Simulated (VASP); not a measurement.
Here is a VASP 6.6.1 calculation.

File INCAR:

```
PREC = Accurate
ENCUT = 900
EDIFF = 1E-7
ISMEAR = -1
SIGMA = 0.05
LREAL = F
LASPH = T
NELM = 80
ALGO = Fast
ISIF = 3
LWAVE = F
LCHARG = F
GGA = PE
IBRION = 2
NSW = 60
EDIFFG = -0.005
```

The input KPOINTS:

```
regular mesh
0
Gamma
  10 10 26
```

The input POSCAR:

```
H
1.0
    2.6496387389      0.0000000000      0.0000000000
    0.0000000000      2.6496387389      0.0000000000
    0.0000000000      0.0000000000      0.9804929200
H
1
Direct
    0.0000000000      0.0000000000      0.5000000000
```

Potentials or basis: VASP PAW PBE potentials, release 64 (H_s).

The run is started by

```console
$ cat potpaw_PBE.64/H_s/POTCAR > POTCAR
$ mpirun -np 1 vasp_std > vasp.out
```

(1) Predict the band gap on the k mesh.

(2) Predict the relaxed volume.

(3) Estimate the space group after relaxing (to 0.05 Å).

Results:

(1) none (metal or under the smearing width).

(2) 11.41 Å³/atom.

(3) P4/mmm (No. 123).

Caveat: the volume moved by over 15 % at a fixed basis, so the end points are rough.
